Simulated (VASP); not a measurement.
# CdSe (P6_3mc) in VASP: notebook

CdSe is run at these levels: LDA, PBEsol+D3(BJ); tasks: single point.

Everything below comes from runs of VASP 6.6.1. Logs are shortened: lines on timing, memory, paths and dates and some standing lists are left out, and cuts for length are marked.

**What was measured.**

From a printed reference work, data compilation, for a bulk crystal of CdSe at 2 K: band gap 1.841 eV.

The results are compared with them further down.

### Step 1. The cell of the first run

Symmetry: P6_3mc, No. 186, hexagonal system. The conventional cell has a = 4.247 Å, b = 4.247 Å, c = 6.941 Å, α = 90.00°, β = 90.00°, γ = 120.00°. Within 3.4 Å of Cd (site symmetry 3m) lie 4 Se at 2.60 to 2.61 Å. Se (site symmetry 3m) has 4 Cd at 2.60 to 2.61 Å within 3.4 Å.

### Step 2. Single point, LDA

Input file INCAR:

```
PREC = Accurate
ENCUT = 520
EDIFF = 1E-6
ISMEAR = -1
SIGMA = 0.05
LREAL = False
LASPH = True
NELM = 60
ALGO = Normal
ISIF = 2
LWAVE = False
LCHARG = False
NBANDS = 26
```

Input file KPOINTS:

```
regular mesh
0
Gamma
  7 7 4
```

Input file POSCAR:

```
CdSe
1.0
    4.2473343205      0.0000000000      0.0000000000
   -2.1236671603      3.6782994199      0.0000000000
    0.0000000000      0.0000000000      6.9410205765
Cd Se
2 2
Direct
    0.6666666667      0.3333333333      0.5048370445
    0.3333333333      0.6666666667      0.0048370445
    0.6666666667      0.3333333333      0.8801629555
    0.3333333333      0.6666666667      0.3801629555
```

Potentials or basis: VASP PAW LDA potentials, release 64 (Cd, Se).

The run is started by

```
$ cat potpaw_LDA.64/Cd/POTCAR potpaw_LDA.64/Se/POTCAR > POTCAR
$ mpirun -np 1 vasp_std > vasp.out
```

OUTCAR:

```text
PREC = Accurate
   ENCUT = 520
   EDIFF = 1E-6
   ISMEAR = -1
   LREAL = False
   LASPH = True
   NELM = 60
   ISIF = 2

 ion  position               nearest neighbor table
   1  0.667  0.333  0.505-   4 2.60   4 2.60   4 2.60   3 2.61
   2  0.333  0.667  0.005-   3 2.60   3 2.60   3 2.60   4 2.61
   3  0.667  0.333  0.880-   2 2.60   2 2.60   2 2.60   1 2.61
   4  0.333  0.667  0.380-   1 2.60   1 2.60   1 2.60   2 2.61

  LATTYP: Found a hexagonal cell.
 ALAT       =     4.2473343205
 C/A-ratio  =     1.6342063169

  Lattice vectors:

 A1 = (   4.2473343205,   0.0000000000,   0.0000000000)
 A2 = (  -2.1236671603,   3.6782994199,   0.0000000000)
 A3 = (   0.0000000000,   0.0000000000,   6.9410205765)

Analysis of symmetry for initial positions (statically):
=====================================================================
 Subroutine PRICEL returns:
 Original cell was already a primitive cell.

 Routine SETGRP: Setting up the symmetry group for a
 hexagonal supercell.

 Subroutine GETGRP returns: Found 12 space group operations
 (whereof  6 operations were pure point group operations)
 out of a pool of 24 trial point group operations.

The static configuration has the point symmetry C_3v.
 The point group associated with its full space group is C_6v.

Analysis of symmetry for dynamics (positions and initial velocities):
=====================================================================
 Subroutine PRICEL returns:
 Original cell was already a primitive cell.

 Routine SETGRP: Setting up the symmetry group for a
 hexagonal supercell.

 Subroutine GETGRP returns: Found 12 space group operations
 (whereof  6 operations were pure point group operations)
 out of a pool of 24 trial point group operations.

The dynamic configuration has the point symmetry C_3v.
 The point group associated with its full space group is C_6v.

 Subroutine INISYM returns: Found 12 space group operations
 (whereof  6 operations are pure point group operations),
 and found     1 'primitive' translations

----------------------------------------------------------------------------------------

                                     Primitive cell

  volume of cell :     108.4393

  direct lattice vectors                    reciprocal lattice vectors
     4.247334321  0.000000000  0.000000000     0.235441791  0.135932381  0.000000000
[... 88 lines left out ...]
   NELM   =     60;   NELMIN=  2; NELMDL= -5     # of ELM steps
   EDIFF  = 0.1E-05   stopping-criterion for ELM
   LREAL  =      F    real-space projection
   EDIFFG = 0.1E-04   stopping-criterion for IOM
   NSW    =      0    number of steps for IOM
   IBRION =     -1    ionic relax: 0-MD 1-quasi-New 2-CG
   NFREE  =      0    steps in history (QN), initial steepest desc. (CG)
   ISIF   =      2    stress and relaxation
   ISYM   =      2    0-nonsym 1-usesym 2-fastsym
   POTIM  = 0.5000    time-step for ionic-motion
   TEBEG  =    0.0;   TEEND  =   0.0 temperature during run
   PSTRESS=    0.0 pullay stress
   NELECT =      36.0000    total number of electrons
   NUPDOWN=      -1.0000    fix difference up-down
   EMIN   =  10.00;   EMAX   =-10.00  energy-range for DOS
   EFERMI =   0.00;   METHOD = LEGACY
   ISMEAR =    -1;   SIGMA  =   0.05  broadening in eV -4-tet -1-fermi 0-gaus
   EFERMI_NEDOS =   21; number of points for ismear=-14 and -15
   IALGO  =     38    algorithm
   IMIX   =      4    mixing-type and parameters
     AMIX     =   0.40;   BMIX     =  1.00
     AMIX_MAG =   1.60;   BMIX_MAG =  1.00
  volume/ion in A,a.u.               =      27.11       182.95
  Fermi-wavevector in a.u.,A,eV,Ry     =   1.133566  2.142129 17.483096  1.284971
  Thomas-Fermi vector in A             =   2.270269
   LORBIT       =      0    0 simple, 1 ext, 2 COOP (PROOUT), +10 PAW based schemes
   GGA     = CA    functional components
   LHFCALC =     F    Hartree Fock is set to
   AEXX    =    0.0000 exact exchange contribution
   IVDW    =     0    specifies the selected vdW correction
   LEPSILON=     F    determine dielectric tensor
   LRPA    =     F    only Hartree local field effects (RPA)
 non-spin polarized calculation
  energy-cutoff  :      520.00
  volume of cell :      108.44
 maximum number of plane-waves:      2936
 NGX is ok and might be reduce to    32
   NGX = 15   NGY = 15   NGZ = 25

 number of electron      36.0000009 magnetization

 Free energy of the ion-electron system (eV)
  ---------------------------------------------------
  ext. energy  EPLUGINS =         0.00000000
  ---------------------------------------------------
  free energy    TOTEN  =       -13.51630804 eV

  energy without entropy =      -13.51623064  energy(sigma->0) =      -13.51626934

 E-fermi :   1.4026     XC(G=0):  -9.4485

 val. band max:        1.1283318060   @ k =   0.0000   0.0000   0.0000
 cond. band min:       1.6234109954   @ k =   0.0000   0.0000   0.0000
 fundamental gap:      0.4950791894
 Fermi energy:         1.4025721843

 k-point     1 :       0.0000    0.0000    0.0000
  band No.  band energies     occupation
      1     -11.7434      2.00000
      2     -11.3249      2.00000
      3      -6.9579      2.00000
      4      -6.9483      2.00000
      5      -6.9483      2.00000
      6      -6.8727      2.00000
[... 685 lines left out ...]
     25       9.1106      0.00000
     26       9.1106      0.00000

------------------------ aborting loop because EDIFF is reached ----------------------------------------

  FORCE on cell =-STRESS in cart. coord.  units (eV):
  Direction    XX          YY          ZZ          XY          YZ          ZX
  --------------------------------------------------------------------------------------
  -------------------------------------------------------------------------------------
  Total        0.3420416      0.3420416      0.3365723     -0.0000000     -0.0000000      0.0000000
  in kB        5.0536212      5.0536212      4.9728130     -0.0000000     -0.0000000      0.0000000
  external PRESSURE =       5.0266852 kB  Pullay stress =       0.0000000 kB

 VOLUME and BASIS-vectors are now :
 -----------------------------------------------------------------------------
  energy-cutoff  :      520.00
  volume of cell :      108.44
      direct lattice vectors                 reciprocal lattice vectors
     4.247334321  0.000000000  0.000000000     0.235441791  0.135932381  0.000000000
    -2.123667160  3.678299420  0.000000000     0.000000000  0.271864763  0.000000000
     0.000000000  0.000000000  6.941020576     0.000000000  0.000000000  0.144071032

 POSITION                                       TOTAL-FORCE (eV/Angst)
 -----------------------------------------------------------------------------------
      2.12367      1.22610      3.50408         0.000000     -0.000000      0.001584
     -0.00000      2.45220      0.03357         0.000000      0.000000      0.001584
      2.12367      1.22610      6.10923        -0.000000      0.000000     -0.001584
     -0.00000      2.45220      2.63872         0.000000      0.000000     -0.001584
 -----------------------------------------------------------------------------------
    total drift:                               -0.000000      0.000000     -0.000197

  FREE ENERGIE OF THE ION-ELECTRON SYSTEM (eV)
  ---------------------------------------------------
  free  energy   TOTEN  =       -13.5163080383 eV

  energy  without entropy=      -13.5162306444  energy(sigma->0) =      -13.51626934
```

It took 22 s on 1 thread of Intel Xeon 6975P-C (Granite Rapids), shared host; peak memory 0.21 GiB.

Results:

```
Free energy            : -13.5163 eV
Pressure               : 0.5 GPa
Band gap on the k mesh : 0.50 eV
```

[end of part 1 of 2]
